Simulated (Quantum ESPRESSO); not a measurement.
## SnTe under changes of volume

One of the cells (31.281 Å³/atom); the others are scaled copies at fixed shape and fractional positions:

```
Te Sn
1.0
     0.00000    3.15085    3.15085
     3.15085    0.00000    3.15085
     3.15085    3.15085    0.00000
Te Sn
1 1
Direct
  0.50000 0.50000 0.50000
  0.00000 0.00000 0.00000
```

| Quantity | Value |
| --- | --- |
| Program | Quantum ESPRESSO 7.5 |
| Functional | PBEsol |
| Potentials or basis | GBRV 1.5 PBEsol |
| Cutoff | 925 eV |
| Density cutoff | 7401 eV |
| k mesh | 7 × 7 × 7 |
| Occupations | fermi-dirac, width 0.05 eV |
| Spin | no spin polarisation |

```tsv
volume (Å³/atom)	energy over the lowest point (meV/atom)	pressure (GPa)
29.404	?	?
30.030	3.67	1.4
30.656	0.00	0.3
31.281	0.23	-0.6
31.907	3.97	-1.5
32.532	10.82	-2.2
33.158	20.47	-2.9
```

Problem. What does the run at 29.404 Å³/atom give?

Solution. Energy over the lowest point 11.70 meV/atom; pressure 2.6 GPa.

Worked out: A Birch-Murnaghan fit of order 3 (a polynomial in V^(-2/3)) to the other rows has its minimum at 30.93 Å³/atom with B0 = V·E''(V) = 47 GPa and B' = 4.6. It gives 11.73 meV/atom at 29.404 Å³/atom, against the run's 11.70, and -dE/dV = 2.7 GPa, against 2.6.

Energies are extrapolated to zero smearing.
